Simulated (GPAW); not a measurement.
This GPAW 26.7.0 run on GaAs needs a look.

The input run.py:

```python
import numpy as np
from ase.dft.bandgap import bandgap
from ase.io import write
from ase.spacegroup import crystal
from gpaw import GPAW, PW
from gpaw.response.df import DielectricFunction

# As 4c
# Ga 4a
atoms = crystal(['As', 'Ga'],
                basis=[[0.25, 0.25, 0.25],
                       [0.0, 0.0, 0.0]],
                spacegroup=216, setting=1,  # F-43m
                cellpar=[5.6537, 5.6537, 5.6537, 90.0, 90.0, 90.0],
                primitive_cell=True)

calc = GPAW(mode=PW(500),
            xc='GLLBSC',
            kpts={'size': (4, 4, 4), 'gamma': True},
            occupations={'name': 'fermi-dirac', 'width': 0.001},
            nbands=11,
            convergence={'density': 1e-06},
            maxiter=50,
            txt='gpaw.txt')
atoms.calc = calc
energy = atoms.get_potential_energy()
calc.write('gs.gpw')
write('result.traj', atoms)
print('Fermi level:', round(calc.get_fermi_level(), 4), 'eV')
print(f'Gap: {bandgap(calc)[0]:.4f} eV, direct: {bandgap(calc, direct=True)[0]:.4f} eV')

for size in [(4, 4, 4), (5, 5, 5)]:
    name = 'x'.join(str(n) for n in size)
    dense = calc.fixed_density(kpts={'size': size, 'gamma': True},
                               nbands=26, convergence={'bands': 20},
                               update_fermi_level=True, txt=f'dense-{name}.txt')
    dense.write(f'{name}.gpw', mode='all')
    df = DielectricFunction(f'{name}.gpw', frequencies=np.array([0.0]), hilbert=False, eta=0.001,
                            ecut=5, nbands=20, intraband=False, txt=f'df-{name}.txt')
    for xc in ['RPA', 'Bootstrap', 'ALDA']:
        for direction in ['x', 'y', 'z', [0, 1, 1], [1, 0, 1], [1, 1, 0]]:
            e0, e = df.get_macroscopic_dielectric_constant(xc=xc, direction=direction)
            print(f'{name} {xc} {direction}: {e0:.4f} without, {e:.4f} with local fields')
```

Potentials or basis: the program's PAW data sets (release 1.2.1) made for this functional, pw.

Launch:

```bash
$ OMP_NUM_THREADS=1 python run.py
```

gpaw.txt:

```text
___ ___ ___ _ _ _
 |   |   |_  | | | |
 | | | | | . | | | |
 |__ |  _|___|_____|  26.7.0
 |___|_|

Input parameters:
  convergence: {density: 1e-06}
  kpts: {gamma: True,
         size: (4, 4, 4)}
  maxiter: 50
  mode: {ecut: 500.0,
         name: pw}
  nbands: 11
  occupations: {name: fermi-dirac,
                width: 0.001}
  xc: GLLBSC

System changes: positions, numbers, cell, pbc, initial_charges, initial_magmoms

Initialize ...

species:
  As:
    name:    Arsenic
    Z:       33.0
    valence: 5
    core:    28
    charge:  0.0  # [|e|]
    compensation charges:
      type: gauss
      rc: 0.33  # [Å]
      lmax: 2
    cutoffs:
      filter: 1.87  # [Å]
      core: 2.96  # [Å]
    projectors
    | kind |    occ | energy [eV] | rcut [Å] |
    |------|--------|-------------|----------|
    |   4s |  2.000 |     -16.478 |    1.058 |
    |   4p |  3.000 |      -7.456 |    1.058 |
[... 135 lines left out ...]

Positions:
   0 As     1.413425    1.413425    1.413425    ( 0.0000,  0.0000,  0.0000)
   1 Ga     0.000000    0.000000    0.000000    ( 0.0000,  0.0000,  0.0000)

Unit cell:
           periodic     x           y           z      points  spacing
  1. axis:    yes    0.000000    2.826850    2.826850    21     0.1554
  2. axis:    yes    2.826850    0.000000    2.826850    21     0.1554
  3. axis:    yes    2.826850    2.826850    0.000000    21     0.1554

  Lengths:   3.997770   3.997770   3.997770
  Angles:   60.000000  60.000000  60.000000

Effective grid spacing dv^(1/3) = 0.1696

iter:   1    -8.280542
iter:   2    -8.803758   -1.46  -0.76
iter:   3    -8.558985   -1.22  -0.74
iter:   4    -8.591318   -2.93  -0.86
iter:   5    -8.726464   -1.78  -0.94
iter:   6    -8.639102   -2.82  -1.59
iter:   7    -8.629540   -4.11  -1.49
iter:   8    -8.642779   -3.34  -1.70
iter:   9    -8.636849   -5.23  -2.88
iter:  10    -8.633924   -5.79  -2.97
iter:  11    -8.634315c  -6.53  -3.61
iter:  12    -8.634041c  -7.80c -4.16
iter:  13    -8.633897c  -8.57c -4.53
iter:  14    -8.633919c  -9.79c -4.96
iter:  15    -8.633923c -10.17c -5.54
iter:  16    -8.633924c -11.49c -5.52
iter:  17    -8.633924c -11.91c -6.16c

Converged after 17 iterations.

Dipole moment: (-3.311408, -3.311408, -3.311408) |e|*Ang

Energy contributions relative to reference atoms: (reference = -114302.559724)

Kinetic:        +44.648194
Potential:      -39.785960
External:        +0.000000
XC:             -13.748368
Entropy (-ST):   -0.000000
Local:           +0.252209
SIC:             +0.000000
--------------------------
Free energy:     -8.633924
Extrapolated:    -8.633924

[... 2 lines left out ...]
Showing only first 2 kpts
[... 11 lines left out ...]
Fermi level: 4.75837

[... 4 lines left out ...]
Writing to gs.gpw (mode='')
```

On the terminal:

```text
Fermi level: 4.7584 eV
[... 1 line left out ...]
[... 34 lines left out ...]
5x5x5 ALDA [1, 0, 1]: 32.8157 without, 32.8157 with local fields
5x5x5 ALDA [1, 1, 0]: 32.8157 without, 32.8157 with local fields
```

Task: Diagnose the run.

Result: Self-consistency was reached. The input holds a flaw that was put in on purpose: response cutoff far too low. The program doesn't stop on it, so the numbers can't be trusted though the run ends normally.
